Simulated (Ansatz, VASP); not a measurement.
**One calculation of InSb, two programs**

The input INCAR:

```
PREC = Accurate
ENCUT = 520
EDIFF = 1E-6
ISMEAR = 0
SIGMA = 0.1
LREAL = False
LASPH = True
NELM = 80
ALGO = Normal
ISIF = 2
LWAVE = False
LCHARG = False
GGA = PE
NBANDS = 16
```

The input KPOINTS:

```
regular mesh
0
Gamma
  6 6 6
```

File POSCAR:

```
InSb
1.0
    0.0000000000      3.2391000000      3.2391000000
    3.2391000000      0.0000000000      3.2391000000
    3.2391000000      3.2391000000      0.0000000000
In Sb
1 1
Direct
    0.0000000000      0.0000000000      0.0000000000
    0.2500000000      0.2500000000      0.2500000000
```

Input for Ansatz:

```yaml
crystal:
  lattice:
    - [0.0, 3.2391, 3.2391]
    - [3.2391, 0.0, 3.2391]
    - [3.2391, 3.2391, 0.0]
  atoms:
    - { symbol: In, position: [0.0, 0.0, 0.0] }
    - { symbol: Sb, position: [0.75, 0.75, 0.75] }
basis:
  ecutwfc: 420
kpoints:
  mp_grid: { grid: [6, 6, 6] }
hamiltonian:
  xc: pbe
scf:
  occupations: { method: gaussian, width: 0.1 }
output:
  forces: true
  stress: true
  eigenvalues: true
```

Alike in both runs: task single point; functional PBE; k mesh 6 × 6 × 6; occupations gaussian, width 0.1 eV; no spin polarisation.

```csv
,VASP,Ansatz
version,VASP 6.6.1,Ansatz 0.2.0
potentials or method,"VASP PAW PBE potentials, release 64 (In_d, Sb)","scalar-relativistic, plane waves, PAW"
plane-wave cutoff (eV),520,420
valence electrons in the cell,18,28
```

```tsv
	VASP	Ansatz	Ansatz less VASP
gap on the k mesh at the Fermi level (eV)	none	none	-
pressure (GPa)	3.2	3.2	+0.03
```

A gap of «none» marks a metal or a gap that the smearing closes. With one functional, cell and mesh, what is left measures potentials, basis and numerics. The two sets of potentials don't hold the same shells in valence.

Caveats: this crystal is a semiconductor, whose small gap the functional closes, so the metal is an error of the method. Spin-orbit coupling is left out, which matters for the levels of Sb.
